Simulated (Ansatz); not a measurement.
# Ir under changes of volume

One of the cells (14.627 Å³/atom); the others are scaled copies at fixed shape and fractional positions:

```
Ir
1.0
     2.75138    0.00000    0.00000
    -1.37569    2.38276    0.00000
     0.00000    0.00000    4.46229
Ir
2
Cartesian
  0.0000 1.5885 1.1156
  1.3757 0.7943 3.3467
```

This isn't the form of Ir at room conditions, which is fcc.

* Program: Ansatz 0.2.0
* Functional: PBE
* Potentials or basis: Ansatz PAW
* Cutoff: 420 eV (not typed: the program's choice for these potentials)
* k mesh: 11 × 11 × 6
* Occupations: fermi-dirac, width 0.05 eV
* Spin: no spin polarisation

```tsv
volume (Å³/atom)	energy over the lowest point (meV/atom)	pressure (GPa)
13.749	55.18	23.2
14.042	21.63	14.0
14.335	?	?
14.627	0.00	-1.3
14.920	8.52	-7.7
15.212	27.94	-13.3
15.505	57.00	-18.2
```

Task: What does the run at 14.335 Å³/atom give?

Result: Energy over the lowest point 3.84 meV/atom; pressure 5.9 GPa.

Worked out: A Birch-Murnaghan fit of order 3 (a polynomial in V^(-2/3)) to the other rows has its minimum at 14.57 Å³/atom with B0 = V·E''(V) = 344 GPa and B' = 5.1 at fixed shape and positions, which overstates the stiffness. It gives 3.83 meV/atom at 14.335 Å³/atom, against the run's 3.84, and -dE/dV = 5.7 GPa, against 5.9.

Energies are extrapolated to zero smearing.
